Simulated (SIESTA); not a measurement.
## Pd in SIESTA: the effect of functional

The system is Pd.

```
CELL_PARAMETERS angstrom
0.00000 1.94650 1.94650
1.94650 0.00000 1.94650
1.94650 1.94650 0.00000
ATOMIC_POSITIONS crystal
Pd 0.00000 0.00000 0.00000
```

Alike in all runs:

```yaml
Program: SIESTA 5.4.2
Task: single point
Basis: DZP (energy shift 0.003 Ry; two zetas on semicore shells)
Grid_cutoff: 800 Ry
Energy_shift: 0.003 Ry
k_mesh: 12 × 12 × 12
Occupations: fermi-dirac, width 0.05 eV
Spin: no spin polarisation
```

**Question.** One run gave: pressure -7.7 GPa. Which functional did it use?
A. PW91
B. RPBE
C. PBE
D. BLYP
E. LDA

**Answer.** E.

| functional | potentials or basis | pressure (GPa) |
| --- | --- | --- |
| LDA | PseudoDojo 0.4 standard (LDA files) | -7.7 |
| PBEsol | PseudoDojo 0.4 standard (PBEsol files) | -2.4 |
| AM05 | PseudoDojo 0.4 standard (PBEsol files) | -6.9 |
| WC | PseudoDojo 0.4 standard (PBEsol files) | -0.8 |
| PBE | PseudoDojo 0.4 standard (PBE files) | 7.4 |
| PW91 | PseudoDojo 0.4 standard (PBE files) | 7.5 |
| revPBE | PseudoDojo 0.4 standard (PBE files) | 10.9 |
| RPBE | PseudoDojo 0.4 standard (PBE files) | 12.2 |
| BLYP | PseudoDojo 0.4 standard (PBE files) | 18.9 |

Caveats: the basis of atomic orbitals isn't converged, which shifts pressures, moduli and gaps; the potentials were made for another functional, which shifts forces and pressure (some runs).
